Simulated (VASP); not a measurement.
**VASP 6.6.1 run: MgO**

INCAR

```
EDIFF = 1E-7
ISMEAR = -1
NSW = 40
PREC = Accurate
SIGMA = 0.1
LREAL = .FALSE.
EDIFFG = -5E-3
IBRION = 1
ISIF = 3
NBANDS = 11
ENCUT = 600
GGA = PS
NELM = 120
LWAVE = .FALSE.
LASPH = .TRUE.
LCHARG = .FALSE.
```

KPOINTS

```
KPOINTS created by Atomic Simulation Environment
0
Gamma
8 8 8
0 0 0
```

POSCAR

```
Mg O
 1.0000000000000000
     0.0000000000000000    2.3060412378642976    2.3060412378642976
     2.3060412378642976    0.0000000000000000    2.3060412378642976
     2.3060412378642976    2.3060412378642976    0.0000000000000000
 Mg  O
   1   1
Cartesian
  0.0000000000000000  0.0000000000000000 -0.0000000000000000
  1.1530206189321488  1.1530206189321488  1.1530206189321488
```

The recommended PBE PAW datasets give the neutral cell 8 valence electrons.

Command

```
mpirun -np 1 vasp_std
```

OSZICAR

```
N       E                     dE             d eps       ncg     rms          rms(c)
DAV:   1     0.194484553348E+02    0.19448E+02   -0.47297E+03   678   0.706E+02
DAV:   2    -0.131179761777E+02   -0.32566E+02   -0.31349E+02   725   0.143E+02
DAV:   3    -0.141588772542E+02   -0.10409E+01   -0.10397E+01   789   0.236E+01
DAV:   4    -0.141620743451E+02   -0.31971E-02   -0.31970E-02   695   0.150E+00
DAV:   5    -0.141620876968E+02   -0.13352E-04   -0.13352E-04   771   0.953E-02    0.774E+00
DAV:   6    -0.122658844977E+02    0.18962E+01   -0.12332E+01   710   0.179E+01    0.282E+00
DAV:   7    -0.122190849623E+02    0.46800E-01   -0.13585E-01   680   0.283E+00    0.150E+00
DAV:   8    -0.122027879191E+02    0.16297E-01   -0.48174E-02   671   0.239E+00    0.344E-01
DAV:   9    -0.122020682102E+02    0.71971E-03   -0.74246E-04   739   0.193E-01    0.222E-01
DAV:  10    -0.122018488258E+02    0.21938E-03   -0.10306E-03   680   0.257E-01    0.148E-02
...
   2 F= -.12208194E+02 E0= -.12208194E+02  d E =-.634777E-02
       N       E                     dE             d eps       ncg     rms          rms(c)
DAV:   1    -0.122126987050E+02   -0.45051E-02   -0.73191E-02   707   0.207E+00    0.474E-01
DAV:   2    -0.122088563132E+02    0.38424E-02   -0.29571E-02   704   0.937E-01    0.551E-02
DAV:   3    -0.122087722904E+02    0.84023E-04   -0.59830E-04   671   0.188E-01    0.267E-02
DAV:   4    -0.122087551115E+02    0.17179E-04   -0.29880E-05   683   0.432E-02    0.105E-02
DAV:   5    -0.122087537931E+02    0.13184E-05   -0.55322E-06   713   0.139E-02    0.163E-03
DAV:   6    -0.122087535387E+02    0.25448E-06   -0.68924E-08   358   0.179E-03    0.191E-04
DAV:   7    -0.122087535182E+02    0.20464E-07   -0.52935E-09   328   0.441E-04
   3 F= -.12208754E+02 E0= -.12208754E+02  d E =-.559915E-03
```

From OUTCAR

```
k-points           NKPTS =     29   k-points in BZ     NKDIM =     29   number of bands    NBANDS=     11

   NELECT =       8.0000    total number of electrons

   dimension x,y,z NGX =    28 NGY =   28 NGZ =   28
   dimension x,y,z NGXF=    56 NGYF=   56 NGZF=   56

  energy-cutoff  :      600.00
  volume of cell :       23.86
      direct lattice vectors                 reciprocal lattice vectors
     0.000000000  2.284890443  2.284890443    -0.218828873  0.218828873  0.218828873
     2.284890443 -0.000000000  2.284890443     0.218828873 -0.218828873  0.218828873
     2.284890443  2.284890443 -0.000000000     0.218828873  0.218828873 -0.218828873

 k-points in reciprocal lattice and weights: KPOINTS created by Atomic Simulation Env
   0.00000000  0.00000000  0.00000000       0.002
   0.12500000  0.00000000  0.00000000       0.016
   0.25000000  0.00000000  0.00000000       0.016
   0.37500000  0.00000000  0.00000000       0.016
   0.50000000  0.00000000  0.00000000       0.008
   0.12500000  0.12500000  0.00000000       0.012
   0.25000000  0.12500000  0.00000000       0.047
   0.37500000  0.12500000  0.00000000       0.047
   ...

 E-fermi :   2.6087

 k-point     1 :       0.0000    0.0000    0.0000
  band No.  band energies     occupation
      1     -15.1714      2.00000
      2       0.6382      2.00000
      3       0.6382      2.00000
      4       0.6382      2.00000
      5       4.1476      0.00000
      6      17.3024      0.00000
      7      17.3024      0.00000
      8      17.3024      0.00000
      9      20.8213      0.00000
     10      20.8213      0.00000
     11      20.8642      0.00000

 k-point     2 :       0.1250    0.0000    0.0000
  band No.  band energies     occupation
      1     -15.0786      2.00000
      2      -0.0654      2.00000
      3       0.6105      2.00000
      4       0.6105      2.00000
      5       4.9768      0.00000
      6      15.9801      0.00000
      7      17.2233      0.00000
      8      17.2233      0.00000
      9      19.2310      0.00000
     10      19.2310      0.00000
     11      20.1686      0.00000

 k-point     3 :       0.2500    0.0000    0.0000
  band No.  band energies     occupation
      1     -14.8456      2.00000
      2      -1.2290      2.00000
      3       0.5444      2.00000
      4       0.5444      2.00000
      5       6.5118      0.00000
      6      13.6855      0.00000
      7      16.2988      0.00000
      8      16.2988      0.00000
      9      19.7099      0.00000
     10      19.7099      0.00000
     11      19.7236      0.00000

 k-point     4 :       0.3750    0.0000    0.0000
  band No.  band energies     occupation
      1     -14.5981      2.00000
      2      -2.1120      2.00000
      3       0.4800      2.00000
      4       0.4800      2.00000
      5       8.0700      0.00000
      6      11.5910      0.00000
      7      15.4214      0.00000
      8      15.4214      0.00000
      9      19.8702      0.00000
     10      21.2278      0.00000
     11      21.2278      0.00000

 k-point     5 :       0.5000    0.0000    0.0000
  band No.  band energies     occupation
      1     -14.4908      2.00000
      2      -2.4377      2.00000
      3       0.4537      2.00000
      4       0.4537      2.00000
      5       9.2748      0.00000
      6      10.1894      0.00000
      7      15.1089      0.00000
      8      15.1089      0.00000
      9      20.1068      0.00000
     10      22.2409      0.00000
     11      22.2409      0.00000

 ...

  Total       -0.0037955     -0.0037955     -0.0037955      0.0000000      0.0000000      0.0000000
  in kB       -0.2548892     -0.2548892     -0.2548892      0.0000000      0.0000000      0.0000000
  external PRESSURE =      -0.2548892 kB  Pullay stress =       0.0000000 kB

 POSITION                                       TOTAL-FORCE (eV/Angst)
 -----------------------------------------------------------------------------------
     -0.00000     -0.00000     -0.00000        -0.000000     -0.000000     -0.000000
      1.14245      1.14245      1.14245         0.000000      0.000000      0.000000
 -----------------------------------------------------------------------------------
    total drift:                               -0.000000     -0.000000     -0.000000

  FREE ENERGIE OF THE ION-ELECTRON SYSTEM (eV)
  ---------------------------------------------------
  free  energy   TOTEN  =       -12.2087535182 eV

  energy  without entropy=      -12.2087535151  energy(sigma->0) =      -12.20875352
```

```csv
ionic step,ΔE (meV/atom),volume (Å³),largest force (eV/Å),pressure (GPa),electronic steps
1,0.0,24.53,0.000,-3.20,13
2,-3.2,23.67,0.000,0.97,8
3,-3.5,23.86,0.000,-0.03,7
```

It converged. Results: relaxed cell vector lengths 3.231, 3.231, 3.231 Å; relaxed cell volume 23.86 Å³.

For comparison, a separate PBEsol relaxation on usual settings, not on those above, ends at 23.85 Å³.

The run above took about 11 s on one core of a shared host (Intel Xeon 6975P-C) and held 0.17 GiB at most.
